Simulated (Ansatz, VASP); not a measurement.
## One calculation of SiC, two programs

File INCAR:

```
  PREC = Accurate
  ENCUT = 520
  EDIFF = 1E-7
  ISMEAR = 0
  SIGMA = 0.05
  LREAL = F
  LASPH = T
  NELM = 60
  ALGO = Normal
  ISIF = 2
  LWAVE = F
  LCHARG = F
  GGA = PS
  NBANDS = 11
```

KPOINTS

```
regular mesh
0
Gamma
  10 10 10
```

Contents of POSCAR:

```
SiC
1.0
    0.0000000000      2.1783945700      2.1783945700
    2.1783945700      0.0000000000      2.1783945700
    2.1783945700      2.1783945700      0.0000000000
Si C
1 1
Direct
   -0.0035337897      0.0058896495      0.0035337897
    0.7582629659      0.7362283902      0.7417370341
```

Input for Ansatz:

```yaml
crystal:
  lattice:
    - [0.0, 2.17839457, 2.17839457]
    - [2.17839457, 0.0, 2.17839457]
    - [2.17839457, 2.17839457, 0.0]
  atoms:
    - { symbol: Si, position: [-0.0035337897, 0.0058896495, 0.0035337897] }
    - { symbol: C, position: [0.7582629659, 0.7362283902, 0.7417370341] }
basis:
  ecutwfc: 520.0
kpoints:
  mp_grid: { grid: [10, 10, 10] }
hamiltonian:
  xc: pbesol
  pseudopotentials: { kind: paw, azcp: { folder: soft_1 } }
scf:
  occupations: { method: gaussian, width: 0.05 }
output:
  forces: true
  stress: true
  eigenvalues: true
```

Change from the starting cell: mode 4 frozen in at -0.048 Å and mode 5 at -0.012 Å (largest displacements).

Alike in both runs: task single point; functional PBEsol; k mesh 10 × 10 × 10; occupations gaussian, width 0.05 eV; no spin polarisation.

|  | VASP | Ansatz |
| --- | --- | --- |
| version | VASP 6.6.1 | Ansatz 0.2.0 |
| potentials or method | VASP PAW PBE potentials, release 64 (Si, C) | scalar-relativistic, plane waves, PAW |
| plane-wave cutoff (eV) | 520 | 520 |
| valence electrons in the cell | 8 | 8 |

VASP gave:

| Item | Value |
| --- | --- |
| gap on the k mesh at the Fermi level (eV) | 0.90 |
| least direct gap on the mesh (eV) | 4.28 |
| pressure (GPa) | 0.9 |
| largest component of the traceless stress (GPa) | 4.60 |
| rms of the force components (eV/Å) | 0.781 |

Q: What did Ansatz give for the same quantities?

A: gap on the k mesh at the Fermi level (eV): 0.91; least direct gap on the mesh (eV): 4.29; pressure (GPa): 0.6; largest component of the traceless stress (GPa): 4.54; rms of the force components (eV/Å): 0.779.

Atom by atom the forces differ by 0.003 eV/Å (rms over components). With one functional, cell and mesh, what is left measures potentials, basis and numerics. Ansatz warned: «pseudo_functional_mismatch».

Caveats: the PAW data sets were made with another functional, which shifts forces and pressure a little (VASP). A k mesh can miss the band edges.
